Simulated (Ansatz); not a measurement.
# TiO (P-62m) in Ansatz: density of states with PBEsol

Aim: the density of states of TiO with PBEsol.

Everything below comes from runs of Ansatz 0.2.0. Logs are shortened: lines on timing, memory, paths and dates and some standing lists are left out, and cuts for length are marked.

### Step 1. The structure

Symmetry: P-62m, No. 189, hexagonal system. The conventional cell has a = 4.989 Å, b = 4.989 Å, c = 2.873 Å, α = 90.00°, β = 90.00°, γ = 120.00°. Ti (site symmetry -62m) is surrounded by 3 O at 1.97 Å. Ti (site symmetry -6) is surrounded by 6 O at 2.10 Å. O (site symmetry m2m) has 5 Ti at 1.97 to 2.10 Å as nearest neighbours.

The cell comes from a database or a generator and needn't be the stable form of this composition.

### Step 2. Density of states, PBEsol

Contents of input.yaml:

```yaml
crystal:
  lattice:
    - [4.989087772, 0.0, 0.0]
    - [-2.494543886, 4.3206767523, 0.0]
    - [0.0, 0.0, 2.87331344]
  atoms:
    - { symbol: Ti, position: [0.0, 0.0, 0.0] }
    - { symbol: Ti, position: [0.3333333333, 0.6666666667, 0.5] }
    - { symbol: Ti, position: [0.6666666667, 0.3333333333, 0.5] }
    - { symbol: O, position: [0.0, 0.39444076, 0.0] }
    - { symbol: O, position: [0.39444076, 0.0, 0.0] }
    - { symbol: O, position: [0.60555924, 0.60555924, 0.0] }
hamiltonian:
  xc: pbesol
  pseudopotentials: { kind: paw }
kpoints:
  mp_grid: { grid: [6, 6, 8] }
scf:
  occupations: { method: fermi_dirac, width: 0.05 }
  n_extra_bands: 15
output:
  forces: true
  stress: true
  eigenvalues: true
  dos: { projected: false, de: 0.05, nscf_kmesh: { grid: [9, 9, 12] } }
  write_density: true
  write_potential: true
  elf: true
  volumetric_format: npy
```

Potentials or basis: Ansatz PAW.

Launch:

```bash
> ansatz run input.yaml --threads 2 --pin off --max-ram 5632MiB --backend cpu --events-out ev --progress --plain --runs-dir out
```

The program printed:

```text
Warning: RAYON_NUM_THREADS=2 ignored (pool sized by the plan → 2); use --threads N
scf.n_extra_bands = 15 over 27 filled bands (N_el = 54.0): the run solves 42 bands
Engine: ansatz 0.2.0, aarch64-unknown-linux-gnu
Pseudopotentials: kind: paw
Pseudopotential: Ti, paw, valence charge 12, recommended cutoff 420 eV (normal), Ti.paw.azcp
Pseudopotential: O, paw, valence charge 6, recommended cutoff 420 eV (normal), O.paw.azcp
Functional definition: PBEsol
  exchange = pbesol_x
  correlation = pbesol_c
Crystal: 6 atoms, lattice volume = 61.938 Å³
Basis set: ecut = 420 eV, 1251 PW (Γ), exchange–correlation on 72×72×40 points (8 copies of the dense FFT grid, shifted against one another)
Bands: 42, of which v1, the nominal top of the filled ones, is band 27 counted from 1 (26 counted from 0)
Symmetry: 12 space group operations
Space group: P-62m (ITA 189), of the structure as read, at distance tolerance 4.0e-5 Å
k-points: 35 of 288 (time reversal used)
Non-local potential: Ti, projectors of the file, l = 0: 3, l = 1: 2, l = 2: 3, l = 3: 1
Non-local potential: O, projectors of the file, l = 0: 2, l = 1: 2, l = 2: 1
PAW form: soft (Blöchl's): semilocal exchange-correlation on the pseudo side does not see the compensation charge
PAW frozen core: Ti, regenerated for the run's functional, and the local potential with it (the file was generated under x = pbe(κ = 0.804, μ = 0.2195149727645171), c = pbe(β = 0.06672455060314922))
PAW frozen core: O, regenerated for the run's functional, and the local potential with it (the file was generated under x = pbe(κ = 0.804, μ = 0.2195149727645171), c = pbe(β = 0.06672455060314922))
PAW one-centre angular grid: Ti, 590 points (default); XC on 64 Gauss nodes
PAW one-centre angular grid: O, 110 points (default); XC on 64 Gauss nodes
Initial density: superposition of atomic densities (neutral atoms: chi_scale 0, normalization atom), corrected by the library's trained network
Initial wavefunctions: pseudopotential atomic-orbital guess
Functional: x = pbesol(κ = 0.804, μ = 0.12345679012345678), c = pbesol(β = 0.046)
SCF iter   1: F=—  HF=-9112.825663 eV  |F-HF|=—  |Δ(HF+E_count)|=         —  Δρ=1.45e-2  dr2=9.35e-2  ethr=1.77e-3  ⟨swp⟩=5.5  Hψ=5168  notcnv=0  defer=38
preconditioner: auto → Kerker (q_TF=auto, 2.667 Å⁻¹)  [metal: Δε(μ)=0.046 eV  Ē_g=11.408 eV  σ=0.050 eV  W_gap=0.22  n_scr=26 (ndim 8)  ℏωp=25.8 eV  f_vac=0.000  D(μ)=0.94/eV (n_scr^D=6)]
SCF iter   2: F=—  HF=-9112.805449 eV  |F-HF|=—  |Δ(HF+E_count)|=   2.02e-2  Δρ=6.54e-3  dr2=2.34e-2  ethr=1.73e-4  ⟨swp⟩=2.0  Hψ=2157  notcnv=0  defer=96
SCF iter   3: F=—  HF=-9112.800714 eV  |F-HF|=—  |Δ(HF+E_count)|=   4.73e-3  Δρ=1.56e-3  dr2=1.88e-3  ethr=4.34e-5  ⟨swp⟩=2.0  Hψ=2219  notcnv=0  defer=96
SCF iter   4: F=—  HF=-9112.800407 eV  |F-HF|=—  |Δ(HF+E_count)|=   3.07e-4  Δρ=2.49e-4  dr2=3.74e-5  ethr=3.48e-6  ⟨swp⟩=2.1  Hψ=1504  notcnv=0  defer=96
SCF iter   5: F=—  HF=-9112.800309 eV  |F-HF|=—  |Δ(HF+E_count)|=   9.77e-5  Δρ=6.45e-5  dr2=2.52e-6  ethr=6.93e-8  ⟨swp⟩=2.0  Hψ=1786  notcnv=0  defer=96
SCF iter   6: F=—  HF=-9112.800309 eV  |F-HF|=—  |Δ(HF+E_count)|=   1.65e-7  Δρ=1.67e-5  dr2=2.37e-7  ethr=4.66e-9  ⟨swp⟩=2.4  Hψ=1899  notcnv=0  defer=96
SCF iter   7: F=-9112.800309 eV  HF=-9112.800309 eV  |F-HF|=4.62e-9  |Δ(HF+E_count)|=   3.61e-8  Δρ=3.61e-6  dr2=9.68e-9  ethr=1.85e-10  ⟨swp⟩=11.7  Hψ=7061  notcnv=0
SCF 1 converged in 7 iterations: F = -9112.800309 eV  dr2 = 9.68e-9
NSCF: frozen V_eff on 84 k-points
SCF converged after 7 iterations
Free energy (F): -9112.800309 eV
Harris-Foulkes:  -9112.800309 eV  (|F-HF|=4.62e-9)
Internal energy: -9112.792562 eV  (E = F + TS)
E sigma→0 (E₀):  -9112.796436 eV
Entropy (-TS):   -0.007747 eV (-1.291 meV/atom)
Fermi energy:    15.866758 eV
--- Per-component energies (eV) ---
  E_band       = -368.433770
  E_kinetic    = 1349.686570
  E_local      = -3004.081338  (includes V_loc(G=0)·N_el)
  E_nonlocal   = 170.477529
  E_hartree    = 1191.759526
  E_xc         = -512.683429
  E_vxc        = -650.636946  (∫ρ·V_xc dr)
  E_paw        = -3524.124998  (= ΣΔE_a)
  E_vpaw       = -617.407796  (= ΣTr[D̂ρ^β])
  E_aug_tail   = 0.007630  (compensation charges beyond the density's cutoff)
  E_ewald      = -4784.358070
  E_core_change = 0.524017  (= ΣΔE_core)
  E_smearing   = -0.007747  (= −TS)
  E_closure    = -0.000000  (closes the sum)
  Σ components = -9112.800309   (vs F -9112.800309, Δ=0.00e0)
--- Forces (eV/Å), atoms counted from 1 ---
  atom   1  Ti    -0.00000000     0.00000000     0.00000000
  atom   2  Ti     0.00000000    -0.00000000     0.00000000
  atom   3  Ti    -0.00000000     0.00000000     0.00000000
  atom   4  O      0.01198894    -0.02076546     0.00000000
  atom   5  O     -0.02397788     0.00000000     0.00000000
  atom   6  O      0.01198894     0.02076546     0.00000000
  max |Σ_I F_I| component: 6.25e-17 eV/Å
--- Stress (GPa, compression-positive) ---
       -5.278196      -0.000000       0.000000
        0.000000      -5.278196       0.000000
        0.000000       0.000000      -6.682586
  P = ⅓ Tr σ = -5.7463 GPa (-57.463 kbar)
--- Band table (eV; the first three rows and the last of 35) ---
  k-point 0: bands = ["-42.1521", "-42.0706", "-41.6002", "-18.7268", "-18.7268", "-18.4293", "-18.4293", "-18.4188", "-18.3272", "-18.1194", "-18.1194", "-17.5445", "-6.1086", "-4.5418", "-4.5418", "6.5717", "8.2567", "8.2567", "9.2038", "9.2038", "9.3393", "10.0297", "10.0297", "10.3588", "12.4683", "15.0575", "15.0645", "15.0645", "16.1852", "16.1852", "16.6689", "16.6689", "17.0739", "17.6233", "17.6233", "17.7973", "18.5291", "18.5291", "19.3251", "19.3251", "24.2652", "24.2652"]
  k-point 1: bands = ["-42.1433", "-42.0628", "-41.5937", "-18.7055", "-18.7055", "-18.5131", "-18.4126", "-18.4126", "-18.3991", "-18.1215", "-18.1215", "-17.6035", "-5.9494", "-4.5744", "-4.5744", "6.8372", "8.1376", "8.1376", "9.0858", "9.0858", "9.3698", "9.6634", "9.9737", "9.9737", "13.2316", "14.8589", "14.8589", "15.4168", "16.4864", "16.4864", "16.7982", "16.7982", "17.1919", "17.5099", "17.5099", "18.0567", "18.4530", "18.4530", "19.1517", "19.1517", "24.4582", "24.4582"]
  k-point 2: bands = ["-42.1217", "-42.0438", "-41.5781", "-18.7346", "-18.6537", "-18.6537", "-18.5699", "-18.3685", "-18.3685", "-18.1301", "-18.1301", "-17.7437", "-5.5590", "-4.6553", "-4.6553", "7.4996", "7.8644", "7.8644", "8.2711", "8.7514", "8.7514", "9.7697", "9.9541", "9.9541", "14.5142", "14.5142", "14.6020", "16.4243", "16.7918", "16.7918", "16.8874", "16.8874", "17.4991", "17.5649", "17.5649", "18.4055", "18.4055", "18.6873", "18.8601", "18.8601", "24.7675", "24.7675"]
  k-point 34: bands = ["-42.0540", "-42.0540", "-41.5559", "-18.9418", "-18.9418", "-18.6284", "-18.4339", "-18.4339", "-18.2495", "-18.1419", "-18.1419", "-17.9225", "-4.9611", "-4.7495", "-4.7495", "7.5112", "7.5112", "7.8521", "7.8521", "8.1612", "8.3285", "8.9692", "10.2049", "10.2049", "14.4364", "14.4364", "14.4502", "17.1506", "17.1506", "17.2805", "17.2805", "17.3511", "17.5220", "17.9278", "17.9278", "18.9161", "18.9161", "19.0713", "19.2866", "20.3880", "24.0027", "24.0027"]
```

Run time: 9.5 s. Hardware: 2 threads of Arm Neoverse V2, shared host; peak memory 0.42 GiB.

What came out:

| Item | Value |
| --- | --- |
| Free energy | -9112.8003 eV |
| Pressure | -5.7 GPa |
| Largest force | 0.024 eV/Å |
| Band gap on the k mesh | none (metal or under the smearing width) |
| Density of states at the Fermi level | 0.60 states/eV per cell |

Forces on the atoms (eV/Å):
```
Ti   0.000  0.000  0.000
Ti   0.000  0.000  0.000
Ti   0.000  0.000  0.000
O    0.012 -0.021  0.000
O   -0.024  0.000  0.000
O    0.012  0.021  0.000
```

States per cell in windows of 0.5 eV (zero at the Fermi level; states under -8 eV left out):
| from (eV) | total |
| --- | --- |
| -8.0 | 2.64 |
| -7.5 | 2.38 |
| -7.0 | 2.82 |
| -6.5 | 1.98 |
| -6.0 | 2.74 |
| -5.5 | 0.30 |
| -5.0 | 0.00 |
| -4.5 | 0.00 |
| -4.0 | 0.00 |
| -3.5 | 0.10 |
| -3.0 | 0.30 |
| -2.5 | 0.63 |
| -2.0 | 3.00 |
| -1.5 | 1.18 |
| -1.0 | 0.54 |
| -0.5 | 0.30 |
| 0.0 | 1.74 |
| 0.5 | 3.78 |
| 1.0 | 5.15 |
| 1.5 | 4.86 |
| 2.0 | 3.18 |
| 2.5 | 4.22 |
| 3.0 | 1.41 |
| 3.5 | 0.32 |
| 4.0 | 0.58 |
| 4.5 | 0.76 |
| 5.0 | 0.28 |
| 5.5 | 0.39 |
| 6.0 | 0.44 |
| 6.5 | 0.48 |
| 7.0 | 0.58 |
| 7.5 | 0.96 |

Caveat: the pressure holds a Pulay correction of +0.6 GPa for the finite cutoff; semilocal functionals often make such compounds metallic where correlation or magnetic order opens a gap, which also shifts bond lengths; the PAW data sets come from PBE, with cores solved anew for the run's functional, which leaves a small shift of forces and pressure; the density of states is complete only up to the lowest level of the last band computed.
